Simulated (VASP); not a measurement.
A run of VASP 6.6.1 is set up as follows.

Contents of INCAR:

```
  ALGO = Normal
  EDIFF = 1E-6
  ENCUT = 520
  GGA = PS
  ISIF = 2
  ISMEAR = 0
  LASPH = True
  LCHARG = False
  LREAL = False
  LWAVE = False
  NBANDS = 24
  NELM = 80
  PREC = Accurate
  SIGMA = 0.05
```

KPOINTS

```
k-points
0
Gamma
  9 9 4
```

File POSCAR:

```
SrO
1.0
    3.6598867329      0.0000000000      0.0000000000
   -1.8299433665      3.1695548857      0.0000000000
    0.0000000000      0.0000000000      6.4038230994
Sr O
2 2
Direct
    0.3333333333      0.6666666667      0.2500000000
    0.6666666667      0.3333333333      0.7500000000
    0.0000000000      0.0000000000      0.0000000000
    0.0000000000      0.0000000000      0.5000000000
```

Potentials or basis: VASP PAW PBE potentials, release 64 (Sr_sv, O).

Launch:

```bash
$ cat potpaw_PBE.64/Sr_sv/POTCAR potpaw_PBE.64/O/POTCAR > POTCAR
$ mpirun -np 1 vasp_std > vasp.out
```

(1) Predict the pressure.

(2) Predict the band gap on the k mesh.

## Answers

(1) -7.8 GPa.

(2) 2.45 eV, direct.

Caveat: the PAW data sets were made with another functional, which shifts forces and pressure a little.
